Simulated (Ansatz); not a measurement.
A series in volume scale on BN

Periodic Kohn-Sham DFT of a crystal at fixed atoms, scaled to volume_scale times the given cell; pressure positive in compression, energy less spherical unpolarised free atoms, largest_vzz the field gradient of largest size among the nuclei. The results are calculated, by Ansatz 0.2.0.

The cell before it is scaled or strained (space group F-43m, No. 216):
```
CELL_PARAMETERS angstrom
0.00000 1.80750 1.80750
1.80750 0.00000 1.80750
1.80750 1.80750 0.00000
ATOMIC_POSITIONS crystal
B 0.00000 0.00000 0.00000
N 0.75000 0.75000 0.75000
```

Settings of every row: method all-electron LAPW; functional PBEsol; relativity scalar; k mesh 13x13x13; filling fermi-dirac; smearing width 0.03 eV; basis error target 1 meV/atom; nucleus gaussian.

Atom start moment: 0 on all atoms.

| row | volume scale | V (Å³/atom) | energy less free atoms (eV/atom) | pressure (GPa) |
| --- | --- | --- | --- | --- |
| 1 | 0.94 | 5.551 | -9.185 | 23.074 |
| 2 | 0.96 | 5.669 | -9.1985 | 13.578 |
| 3 | 0.98 | 5.787 | -9.2052 | 4.938 |
| 4 | 0.99 | 5.846 | ? | ? |
| 5 | 1 | 5.905 | -9.2059 | -2.927 |
| 6 | 1.01 | 5.964 | -9.2042 | -6.591 |
| 7 | 1.02 | 6.023 | -9.2011 | -10.088 |
| 8 | 1.04 | 6.141 | -9.1912 | -16.608 |
| 9 | 1.06 | 6.26 | -9.1767 | -22.545 |

Question: what energy less free atoms and pressure should row 4 give?

Worked fit of energy less free atoms. Take u = (V_r/V)^(2/3) − 1 with V_r = 5.9345 Å³ an atom, which is twice the finite (Eulerian) strain; such expansions in the strain, on which the Birch-Murnaghan equation of state is built, carry the rest volume and the bulk modulus. The shown rows have u = 0.04554, 0.03098, 0.01692, 0.00333, -0.0033, -0.00982, -0.02255, -0.03497. Least squares give energy less free atoms = −9.2052 − 0.2679 × u + 15.633 × u² eV/atom; a straight line predicts inner rows, each left out in turn, worse (root mean square 0.0081 against 4.9e-05 eV/atom). The rows lie off it by 0.0000, 0.0000, 0.0001, 0.0000, -0.0001, 0.0000, 0.0000, 0.0000. Its lowest point lies at u = 0.0086, or V = 5.859 Å³ an atom, and the curvature there gives the bulk modulus at fixed shape and fractions, B = (4/9)(1 + u)² E″(u)/V = 387 GPa. The withheld row has u = 0.01007, so the fit gives −9.2052 − 0.2679 × (0.01007) + 15.633 × (0.01007)² = -9.2063 eV/atom.

The calculation gave -9.2063 eV/atom. The fit meets it to the printed digit.

Worked fit of pressure. Take u = (V_r/V)^(2/3) − 1 with V_r = 5.9345 Å³ an atom, which is twice the finite (Eulerian) strain; such expansions in the strain, on which the Birch-Murnaghan equation of state is built, carry the rest volume and the bulk modulus. The shown rows have u = 0.04554, 0.03098, 0.01692, 0.00333, -0.0033, -0.00982, -0.02255, -0.03497. Least squares give pressure = −4.7851 + 552.993 × u + 1288.63 × u² GPa; a straight line predicts inner rows, each left out in turn, worse (root mean square 0.66 against 0.0066 GPa). The rows lie off it by 0.003, -0.005, -0.002, 0.002, 0.005, 0.003, -0.008, 0.002 (root mean square 0.0042 GPa). The pressure vanishes at u = 0.0085, or V = 5.86 Å³ an atom, and there the bulk modulus at fixed shape and fractions is B = −V dP/dV = (2/3)(1 + u) dP/du = 386 GPa. The withheld row has u = 0.01007, so the fit gives −4.7851 + 552.993 × (0.01007) + 1288.63 × (0.01007)² = 0.914 GPa.

The calculation gave 0.913 GPa. The fit lies 0.001 GPa (0.0022 % of the column's range) above it, one unit of the last digit.
